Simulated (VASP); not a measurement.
HfO2:

```
Hf O
1.0
     5.21946    0.00000    0.00000
     0.00000    5.00476    0.00000
     0.00000    0.00000    5.03269
Hf O
4 8
Direct
  0.96699 0.73252 0.74144
  0.53301 0.73252 0.24144
  0.46699 0.26748 0.74144
  0.03301 0.26748 0.24144
  0.63213 0.92865 0.87927
  0.86787 0.92865 0.37927
  0.23395 0.53988 0.49229
  0.26605 0.53988 0.99229
  0.76605 0.46012 0.99229
  0.73395 0.46012 0.49229
  0.13213 0.07135 0.87927
  0.36787 0.07135 0.37927
```

Measurements of this composition are mostly on another form, of space group No. 14.

Program: VASP 6.6.1. Alike in all runs: potentials or basis VASP PAW PBE potentials, release 64 (Hf_pv, O); no spin polarisation; cell as given; cutoff (eV) 520.

Problem. Order these runs on this cell by their pressure, lowest first.
A. level r2SCAN; k mesh 4 × 5 × 4; smearing fermi-dirac 0.05 eV
B. level SCAN; k mesh 4 × 5 × 4; smearing fermi-dirac 0.05 eV
C. level PBE; k mesh 5 × 6 × 5; smearing gaussian 0.012 eV

Solution. B (-2.4 GPa), A (0.3 GPa), C (6.3 GPa).

Caveats: the PAW data sets were made with another functional, which shifts forces and pressure a little (some runs).
